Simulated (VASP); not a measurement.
CaSe, 2 atoms in the cell. Symmetry: F-43m, No. 216, cubic system. Conventional cell: a = 6.600 Å, b = 6.600 Å, c = 6.600 Å, α = 90.00°, β = 90.00°, γ = 90.00°. Around Se (site symmetry -43m) lie 4 Ca at 2.86 Å. Around Ca (site symmetry -43m) lie 4 Se at 2.86 Å. The cell comes from a database or a generator and needn't be the stable form of this composition.

| Quantity | Value |
| --- | --- |
| Program | VASP 6.6.1 |
| Task | single point |
| Functional | PBE |
| Potentials or basis | VASP PAW PBE potentials, release 64 (Se_GW, Ca_sv_GW) |
| Cutoff | 450 eV |
| k mesh | 3 × 3 × 3 |
| Occupations | gaussian, width 0.02 eV |
| Spin | no spin polarisation |
| Further INCAR settings | ALGO = Fast; EDIFF = 1e-06 |

Potentials or basis: VASP PAW PBE potentials, release 64 (Se_GW, Ca_sv_GW).

Run with:

```sh
$ cat potpaw_PBE.64/Se_GW/POTCAR potpaw_PBE.64/Ca_sv_GW/POTCAR > POTCAR
$ mpirun -np 1 vasp_std > vasp.out
```

Hardware: 1 thread of Intel(R) Xeon(R) Platinum 8259CL CPU @ 2.50GHz (Skylake/Cascade Lake) (shared host).

Q: How long does it take, and how much memory?

A: Wall time 11 s on 1 thread of Intel(R) Xeon(R) Platinum 8259CL CPU @ 2.50GHz (Skylake/Cascade Lake), on a shared host, peak memory 0.16 GiB. Counts: scf iterations 21, k points 4.
